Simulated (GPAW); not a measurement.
# Ta2N (P-3m1) in GPAW: a series of runs, part 2 of 2

GPAW 26.7.0.

### 3 Energy-loss spectrum, PBE+U

File run.py:

```python
import numpy as np
from ase import Atoms
from ase.dft.bandgap import bandgap
from ase.io import write
from gpaw import GPAW, PW
from gpaw.response.df import DielectricFunction

atoms = Atoms(['Ta', 'Ta', 'N'],
              cell=[[3.112861506, 0.0, 0.0],
                    [-1.556430753, 2.6958171426, 0.0],
                    [0.0, 0.0, 4.869841]],
              scaled_positions=[[0.3333333333, 0.6666666667, 0.254711],
                                [0.6666666667, 0.3333333333, 0.745289],
                                [0.0, 0.0, 0.0]],
              pbc=True)

calc = GPAW(mode=PW(550),
            xc='PBE',
            kpts={'size': (8, 8, 5), 'gamma': True},
            occupations={'name': 'fermi-dirac', 'width': 0.05},
            setups={'Ta': '5:d,6.0'},
            nbands=-15,
            convergence={'density': 1e-06},
            maxiter=75,
            txt='gpaw.txt')
atoms.calc = calc
energy = atoms.get_potential_energy()
calc.write('gs.gpw')
write('result.traj', atoms)
print(f'Energy: {energy:.6f} eV')
print('Fermi level:', round(calc.get_fermi_level(), 4), 'eV')
print(f'Gap: {bandgap(calc)[0]:.4f} eV, direct: {bandgap(calc, direct=True)[0]:.4f} eV')

dense = calc.fixed_density(kpts={'size': (8, 8, 5), 'gamma': True},
                           nbands=98, convergence={'bands': 92},
                           update_fermi_level=True, txt='dense.txt')
dense.write('dense.gpw', mode='all')

df = DielectricFunction('dense.gpw', frequencies={'type': 'nonlinear', 'domega0': 0.02, 'omega2': 20},
                        eta=0.1, ecut=120, nbands=92, txt='df.txt')
for i, q_c in enumerate([[0.0, 0.0, 0.2], [0.0, 0.0, 0.4]]):
    eels0, eels = df.get_eels_spectrum(xc='RPA', q_c=q_c, filename=f'eels_{i}.csv')
    q = np.linalg.norm(2 * np.pi * np.array(q_c) @ atoms.cell.reciprocal())
    w = df.get_frequencies()
    print(f'|q| = {q:.4f} 1/A: loss peak at {w[eels[w < 45].argmax()]:.3f} eV (below 45 eV)')
```

Potentials or basis: GPAW PAW data sets (gpaw-data 1.2.1), other valence, pw.

The run is started by

```console
$ OMP_NUM_THREADS=1 python run.py
```

gpaw.txt:

```text
__  _  _
 | _ |_)|_||  |
 |__||  | ||/\| - 26.7.0

Input parameters:
  mode=PW(ecut=550.0),
  convergence={'density': 1e-06},
  kpts=MonkhorstPack(size=(8, 8, 5), gamma=True),
  maxiter=75,
  nbands=-15,
  occupations=Occupations(name='fermi-dirac', width=0.05),
  setups={'Ta': '5:d,6.0'},
  xc=XC(name='PBE')

Diagonalizing LCAO Hamiltonian
Converting LCAO to pw mode

            Ta

         Ta

       N

Atoms  # Å, Bohr magnetons
|   | symbol |         x |        y |        z |    initial magnetic moments |
|---|--------|-----------|----------|----------|-----------------------------|
| 0 |     Ta | -0.000000 | 1.797211 | 1.240402 | ( 0.0000,  0.0000,  0.0000) |
| 1 |     Ta |  1.556431 | 0.898606 | 3.629439 | ( 0.0000,  0.0000,  0.0000) |
| 2 |      N |  0.000000 | 0.000000 | 0.000000 | ( 0.0000,  0.0000,  0.0000) |

Unit cell  # Å
| periodic |         x |        y |        z |  lengths |     angles |
|----------|-----------|----------|----------|----------|------------|
|      yes |  3.112862 | 0.000000 | 0.000000 | 3.112862 |  90.000000 |
|      yes | -1.556431 | 2.695817 | 0.000000 | 3.112862 |  90.000000 |
|      yes |  0.000000 | 0.000000 | 4.869841 | 4.869841 | 120.000000 |

Number of symmetries: 12
Symmetry operations  # r_c * U_cc + t_c -> r_c
|    | kind |            matrix            |
|----|------|------------------------------|
|  0 |  σ   |  1, 1, 0,  0,-1, 0,  0, 0, 1 |
|  1 |  S6  |  1, 1, 0, -1, 0, 0,  0, 0,-1 |
|  2 |  E   |  1, 0, 0,  0, 1, 0,  0, 0, 1 |
|  3 |  C2  |  1, 0, 0, -1,-1, 0,  0, 0,-1 |
|  4 |  C2  |  0, 1, 0,  1, 0, 0,  0, 0,-1 |
|  5 |  C3  |  0, 1, 0, -1,-1, 0,  0, 0, 1 |
|  6 |  S6  |  0,-1, 0,  1, 1, 0,  0, 0,-1 |
|  7 |  σ   |  0,-1, 0, -1, 0, 0,  0, 0, 1 |
|  8 |  σ   | -1, 0, 0,  1, 1, 0,  0, 0, 1 |
|  9 |  i   | -1, 0, 0,  0,-1, 0,  0, 0,-1 |
| 10 |  C3  | -1,-1, 0,  1, 0, 0,  0, 0, 1 |
| 11 |  C2  | -1,-1, 0,  0, 1, 0,  0, 0,-1 |

BZ-sampling:
  Number of BZ points: 320
  Number of IBZ points: 40

  Monkhorst-Pack size: [8, 8, 5]
  Monkhorst-Pack shift: [0.0625, 0.0625, 0.0]

K-points  # in reciprocal-cell coordinates
|     |                                coordinates |     weight |
|-----|--------------------------------------------|------------|
|   0 | (  0.00000000,   0.00000000,   0.00000000) | 0.00312500 |
|   1 | (  0.00000000,   0.00000000,   0.20000000) | 0.00625000 |
|   2 | (  0.00000000,   0.00000000,   0.40000000) | 0.00625000 |
|   3 | (  0.12500000,   0.00000000,  -0.40000000) | 0.01875000 |
|   4 | (  0.12500000,   0.00000000,  -0.20000000) | 0.01875000 |
|   5 | (  0.12500000,   0.00000000,   0.00000000) | 0.01875000 |
|   6 | (  0.12500000,   0.00000000,   0.20000000) | 0.01875000 |
|   7 | (  0.12500000,   0.00000000,   0.40000000) | 0.01875000 |
|   8 | (  0.25000000,  -0.12500000,   0.00000000) | 0.01875000 |
|   9 | (  0.25000000,  -0.12500000,   0.20000000) | 0.03750000 |
| ... |                                            |            |
|  39 | (  0.50000000,   0.50000000,   0.40000000) | 0.01875000 |

Plane wave coefficients: 1216
Cutoff: 550.0 eV

Spin-components: 1 (collinear spins)
Bands:           22
Projectors:      17
Spin-degeneracy: 2
Datatype:        complex128

Density:
  Valence electrons: 15.0
  Components: 1
  Grid points: [18 18 27]
  Charge: 0.0  # |e|

Potential:
  Grid points: [18 18 27]

species:
  Ta:
    name:    Tantalum
    Z:       73.0
    valence: 5
    core:    68
    charge:  0.0  # [|e|]
    Hubbard: {U: 6.0,  # eV
              l: 2,
              scale: True}
    compensation charges:
      type: gauss
      rc: 0.47  # [Å]
      lmax: 2
    cutoffs:
      filter: 2.63  # [Å]
      core: 3.60  # [Å]
    projectors
    | kind |    occ | energy [eV] | rcut [Å] |
    |------|--------|-------------|----------|
    |   6s |  2.000 |      -5.429 |    1.482 |
    |   6p |  0.000 |      -1.396 |    1.482 |
    |   5d |  3.000 |      -3.603 |    1.482 |
    |    s |        |      21.783 |    1.482 |
    |    p |        |      25.815 |    1.482 |
    |    d |        |      23.609 |    1.482 |

    Using partial waves for Ta as LCAO basis

  N:
    name:    Nitrogen
    Z:       7.0
    valence: 5
    core:    2
    charge:  0.0  # [|e|]
    compensation charges:
      type: gauss
      rc: 0.18  # [Å]
      lmax: 2
    cutoffs:
      filter: 1.11  # [Å]
      core: 0.96  # [Å]
    projectors
    | kind |    occ | energy [eV] | rcut [Å] |
    |------|--------|-------------|----------|
    |   2s |  2.000 |     -18.583 |    0.603 |
    |   2p |  3.000 |      -7.089 |    0.529 |
    |    s |        |       8.629 |    0.603 |
    |    p |        |      20.123 |    0.529 |
    |    d |        |       0.000 |    0.577 |

    Using partial waves for N as LCAO basis

Reference energy: -849826.604304  # eV

eigensolver:
  PPCG
  Converge bands: occupied
  niter=2

density mixing:
  MSR1-Mixer
  Pratt-step length: 0.05
  Maximum mixing coefficient: 0.75
  Old densities: 10
  SVD Regularization: 0.005
  Good broyden scale: 1.0
  Trust region scale: 1.0
  Backstep threshold: 4.0
  History deletion threshold: 6.0
  Fourier metric: weight=20.0, sigma=0.015

occupation numbers:
  Fermi-Dirac:
    width: 0.0500  # eV

poisson solver:
  ecut: 4400.0  # eV

xc functional:
  name: PBE with 2 nearest neighbor stencil

convergence criteria:
- Maximum integral of absolute [dens]ity change: 1e-06 electrons / valence electron
- Maximum [total energy] change in last 3 cyles: 0.0005 eV / valence electron
- Maximum integral of absolute [eigenst]ate change: 4e-08 eV^2 / valence electron
maximum number of iterations: 75

SCF iterations
|iter     | |      energy | eigst |  dens |
|---------|-|-------------|-------|-------|
|iter:   1| |  -18.230710 | +0.34 |       |
|iter:   2| |  -17.542048 | -1.44 | -0.65 |
|iter:   3| |  -15.810616 | -1.15 | -0.70 |
|iter:   4| |  -15.838825 | -1.86 | -1.33 |
|iter:   5| |  -15.872597 | -2.65 | -1.69 |
|iter:   6| |  -15.893925 | -3.04 | -1.97 |
|iter:   7| |  -15.902670 | -3.37 | -2.36 |
|iter:   8| |  -15.903899 | -4.59 | -2.86 |
|iter:   9| |  -15.904877c| -4.43 | -3.03 |
|iter:  10| |  -15.904903c| -5.81 | -3.49 |
|iter:  11| |  -15.904886c| -6.00 | -3.78 |
|iter:  12| |  -15.904865c| -6.62 | -4.13 |
|iter:  13| |  -15.904864c| -7.88c| -4.74 |
|iter:  14| |  -15.904865c| -7.82c| -5.21 |
|iter:  15| |  -15.904865c| -8.63c| -5.62 |
|iter:  16| |  -15.904866c| -8.79c| -6.02c|

Converged in 16 steps
Energy contributions relative to reference atoms: (reference = -849826.604304)

Energy contributions:
  Kinetic:           5.037707
  Coulomb:          -9.395707
  Zero:              0.766718
  External:          0.000000
  Xc:              -12.308529
  Entropy:          -0.010110
  Spinorbit:         0.000000
  ----------------------------
  Free energy:     -15.909921
  Extrapolated:    -15.904866

dipole moment: (-3.869283, -6.701795, -12.106413)  # |e|*Ang

Fermi level: 12.939
Eigenvalues  # (at kpt = [0.000, 0.000, 0.000])
| band index |      eig [eV] | occ [0-2] |
|------------|---------------|-----------|
|          0 |        -5.244 |     2.000 |
|          1 |         3.952 |     2.000 |
|          2 |         6.651 |     2.000 |
|          3 |         6.652 |     2.000 |
|          4 |         7.112 |     2.000 |
|          5 |        11.774 |     2.000 |
[... 9 lines left out ...]
|         15 |        19.619 |     0.000 |
|         16 |        22.135 |     0.000 |
|        ... |               |           |
|         21 |        30.139 |     0.000 |

No gap
No difference between direct/indirect transitions
# Writing to gs.gpw (mode='')
```

df.txt:

```text
NonLinearFrequencyDescriptor(from 0.000 to 96.843 eV, 1612 points)
NonLinearFrequencyDescriptor(from 0.000 to 96.843 eV, 1612 points)

Calculating chi0 body with:
    Ground state adapter containing:
    Number of spins: 1
    Number of kpoints: 320
    Number of irreducible kpoints: 40
    Number of completely occupied states: 6
    Number of partially occupied states: 11

    Linear response parametrization:
    q_c: [0.0, 0.0, 0.2]
    Number of frequency points: 1612
    Planewave cutoff: 120.0
    Number of bands: 92
    Number of planewaves: 123
    Broadening (eta): 0.1

Integrating chi0 body.

Symmetries of q_c:
    Direct symmetries (Uq -> q): 6
    Indirect symmetries (TUq -> q): 0
In total 6 allowed symmetries.

Integral kind: spectral function

Finished calculating chi0

Calculating chi0 body with:
    Ground state adapter containing:
    Number of spins: 1
    Number of kpoints: 320
    Number of irreducible kpoints: 40
    Number of completely occupied states: 6
    Number of partially occupied states: 11

    Linear response parametrization:
    q_c: [0.0, 0.0, 0.4]
    Number of frequency points: 1612
    Planewave cutoff: 120.0
    Number of bands: 92
    Number of planewaves: 122
    Broadening (eta): 0.1

Integrating chi0 body.

Symmetries of q_c:
    Direct symmetries (Uq -> q): 6
    Indirect symmetries (TUq -> q): 0
In total 6 allowed symmetries.

Integral kind: spectral function

Finished calculating chi0
```

Run time: 4.4 min. Hardware: 1 thread of Intel Xeon at 2.70GHz, shared host; peak memory 1.5 GiB.

Results:

| Item | Value |
| --- | --- |
| Free energy | -15.9099 eV |
| Band gap on the k mesh | none (metal or under the smearing width) |

Caveat: the highest transitions drop out of the frequency grid; response on these states lacks terms of the Hamiltonian; U without spin polarisation on a metal has little footing.
